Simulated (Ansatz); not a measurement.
**How far is PAW off for BeSe?**

```yaml
crystal:
  lattice:
    - [0.00000, 2.58854, 2.58854]
    - [2.58854, 0.00000, 2.58854]
    - [2.58854, 2.58854, 0.00000]
  atoms:
    - { symbol: Be, position: [0.00000, 0.00000, 0.00000] }
    - { symbol: Se, position: [0.25000, 0.25000, 0.25000] }
```

Atom numbers follow the list: Be1, Se2.

Conventional cell: a = 5.177 Å, b = 5.177 Å, c = 5.177 Å, α = 90.00°, β = 90.00°, γ = 90.00°. Be (atom 1) is surrounded by 4 Se at 2.24 Å. Se (atom 2) has 4 Be at 2.24 Å as nearest neighbours.

The structure comes from a relaxation in the same program, started in the zincblende type, and has space group F-43m. Whether it is a known phase or the ground state wasn't checked.

Methods: DFT, LDA, PAW with Ansatz's default frozen-core files, scalar-relativistic (Ansatz 0.2.0); DFT, LDA, all-electron LAPW, scalar-relativistic (Ansatz 0.2.0).

For PAW: a Γ-centred 14×14×14 k mesh, Fermi–Dirac smearing of 0.05 eV, cutoff 420 eV, no spin polarisation; the PAW files were made with PBE, and the program remakes their frozen cores for this functional. LAPW targets a basis error of 1 meV/atom. The Ansatz runs share mesh, smearing and spin set-up. Plane-wave (PAW) pressures include the program's estimate of the Pulay term.

Stress and pressure are positive in compression.

Levels count from the top of the valence band.

| quantity | PAW | LAPW |
| --- | --- | --- |
| pressure (GPa) | -4.21 | -4.21 |
| band gap (eV) | 2.518 | 2.517 |
| highest filled level at Γ (eV) | 0.000 | 0.000 |
| lowest empty level at Γ (eV) | 4.023 | 4.024 |
| highest filled level at L (eV) | -1.049 | -1.049 |
| lowest empty level at L (eV) | 4.184 | 4.184 |
| highest filled level at X (eV) | -2.597 | -2.597 |
| lowest empty level at X (eV) | 2.518 | 2.517 |

PAW's pressure differs from the LAPW value by about 0.01 GPa or less.
